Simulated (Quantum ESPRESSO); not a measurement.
Crystal: BaTiO3.

```
Ba Ti O
1.0
     2.82737    1.63238    2.31839
    -2.82737    1.63238    2.31839
     0.00000   -3.26476    2.31839
Ba Ti O
1 1 3
Cartesian
  0.0000 0.0000 0.0000
  0.0000 0.0000 3.3698
  1.3885 -0.8017 2.3988
  -1.3885 -0.8017 2.3988
  0.0000 1.6033 2.3988
```

Base run:

```yaml
Program: Quantum ESPRESSO 7.5
Functional: PBEsol
Potentials_or_basis: GBRV 1.5 PBEsol
Cutoff: 612 eV
Density_cutoff: 4898 eV
k_mesh: 7 × 7 × 7
Occupations: fermi-dirac, width 0.05 eV
Spin: no spin polarisation
```

Its results: band gap on the k mesh 2.44 eV, indirect (least direct gap 2.75 eV); pressure -0.2 GPa; largest force 0.130 eV/Å.

Q: The run is repeated on the same cell with these changes: functional from PBEsol to LDA; potentials or basis from GBRV 1.5 PBEsol to GBRV 1.5 LDA. What comes out?

A: Band gap on the k mesh 2.40 eV, indirect (least direct gap 2.71 eV); pressure -4.8 GPa; largest force 0.147 eV/Å.

Caveats: spin-orbit coupling is left out, which moves the levels of the heavy elements.

A k mesh can miss the band edges.
